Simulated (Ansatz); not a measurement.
# BN: shifting one sublattice

Aim: for BN, measure how stiffly every N atom is held.

Method: DFT PBE, scalar-relativistic, plane waves, PAW, in Ansatz 0.2.0.

**1. Starting point**

The structure is cubic, space group F-43m (No. 216). Conventional cell: a = 3.626 Å, b = 3.626 Å, c = 3.626 Å, α = 90.00°, β = 90.00°, γ = 90.00°. Around B (site symmetry -43m) lie 4 N at 1.57 Å. N (site symmetry -43m) has 4 B at 1.57 Å in its first shell of neighbours.

Coordinates:

```
B N
1.0
     0.00000    1.81300    1.81300
     1.81300    0.00000    1.81300
     1.81300    1.81300    0.00000
B N
1 1
Cartesian
  0.0000 0.0000 0.0000
  2.7195 2.7195 2.7195
```

It goes back to an entry of the Materials Project, which need not be the stable form.

The cell is taken as given, not relaxed at this level.

**2. The scan: shifting one sublattice**

Every N atom is moved by x along the Cartesian unit vector (0.577, -0.577, -0.577); the cell and all other atoms stay fixed. Forces below are components along that vector, summed over the moved atoms.

**3. At x = -0.100 Å**

input.yaml reads:

```yaml
crystal:
  lattice:
    - [0.0, 1.813001, 1.813001]
    - [1.813001, 0.0, 1.813001]
    - [1.813001, 1.813001, 0.0]
  atoms:
    - { symbol: B, position: [0.0, 0.0, 0.0] }
    - { symbol: "N", position: [0.7977675083, 0.7340774972, 0.7340774972] }
basis:
  ecutwfc: 420
kpoints:
  mp_grid: { grid: [12, 12, 12] }
hamiltonian:
  xc: pbe
scf:
  occupations: { method: gaussian, width: 0.05 }
output:
  forces: true
  stress: true
  eigenvalues: true
```

Launch:

```
$ ansatz run input.yaml --threads 1 --pin off --max-ram 2560MiB --backend cpu --events-out ev --progress --plain --runs-dir out
```

**4. x = 0.075 Å**

input.yaml, as its differences from that of step 3:

```diff
@@ -7,3 +7,3 @@
     - { symbol: B, position: [0.0, 0.0, 0.0] }
-    - { symbol: "N", position: [0.7977675083, 0.7340774972, 0.7340774972] }
+    - { symbol: "N", position: [0.7141743687, 0.7619418771, 0.7619418771] }
 basis:
@@ -20 +20,5 @@
   eigenvalues: true
+  write_density: true
+  write_potential: true
+  elf: true
+  volumetric_format: npy
```

**5. At x = -0.050 Å**

input.yaml, as its differences from that of step 4:

```diff
@@ -7,3 +7,3 @@
     - { symbol: B, position: [0.0, 0.0, 0.0] }
-    - { symbol: "N", position: [0.7141743687, 0.7619418771, 0.7619418771] }
+    - { symbol: "N", position: [0.7738837542, 0.7420387486, 0.7420387486] }
 basis:
@@ -20,5 +20 @@
   eigenvalues: true
-  write_density: true
-  write_potential: true
-  elf: true
-  volumetric_format: npy
```

**6. x = 0.025 Å**

input.yaml, as its differences from that of step 5:

```diff
@@ -7,3 +7,3 @@
     - { symbol: B, position: [0.0, 0.0, 0.0] }
-    - { symbol: "N", position: [0.7738837542, 0.7420387486, 0.7420387486] }
+    - { symbol: "N", position: [0.7380581229, 0.7539806257, 0.7539806257] }
 basis:
```

**7. Point x = 0.100 Å**

input.yaml, as its differences from that of step 6:

```diff
@@ -7,3 +7,3 @@
     - { symbol: B, position: [0.0, 0.0, 0.0] }
-    - { symbol: "N", position: [0.7380581229, 0.7539806257, 0.7539806257] }
+    - { symbol: "N", position: [0.7022324917, 0.7659225028, 0.7659225028] }
 basis:
```

**8. At x = -0.075 Å**

input.yaml, as its differences from that of step 7:

```diff
@@ -7,3 +7,3 @@
     - { symbol: B, position: [0.0, 0.0, 0.0] }
-    - { symbol: "N", position: [0.7022324917, 0.7659225028, 0.7659225028] }
+    - { symbol: "N", position: [0.7858256313, 0.7380581229, 0.7380581229] }
 basis:
```

**9. Point x = 0.050 Å**

input.yaml, as its differences from that of step 8:

```diff
@@ -7,3 +7,3 @@
     - { symbol: B, position: [0.0, 0.0, 0.0] }
-    - { symbol: "N", position: [0.7858256313, 0.7380581229, 0.7380581229] }
+    - { symbol: "N", position: [0.7261162458, 0.7579612514, 0.7579612514] }
 basis:
```

**10. At x = -0.025 Å**

input.yaml, as its differences from that of step 9:

```diff
@@ -7,3 +7,3 @@
     - { symbol: B, position: [0.0, 0.0, 0.0] }
-    - { symbol: "N", position: [0.7261162458, 0.7579612514, 0.7579612514] }
+    - { symbol: "N", position: [0.7619418771, 0.7460193743, 0.7460193743] }
 basis:
```

**11. Point x = 0.087 Å**

input.yaml, as its differences from that of step 10:

```diff
@@ -7,3 +7,3 @@
     - { symbol: B, position: [0.0, 0.0, 0.0] }
-    - { symbol: "N", position: [0.7619418771, 0.7460193743, 0.7460193743] }
+    - { symbol: "N", position: [0.7082034302, 0.7639321899, 0.7639321899] }
 basis:
```

(Steps that only read results are left out.)

Q: Predict the outcome of this session.

As calculated:

```
                             quantity        value
force constant along x, over ±0.025 Å  23.58 eV/Å²
```

In words: The restoring force grows by 23.58 eV/Å per Å near the site. No sampled point lies below the undisturbed cell. The well is lopsided: x = 0.100 Å costs 136 meV against 100 meV on the other side, and the dearer side brings atoms closer together. The gap on the mesh stays between 3.51 and 4.46 eV.
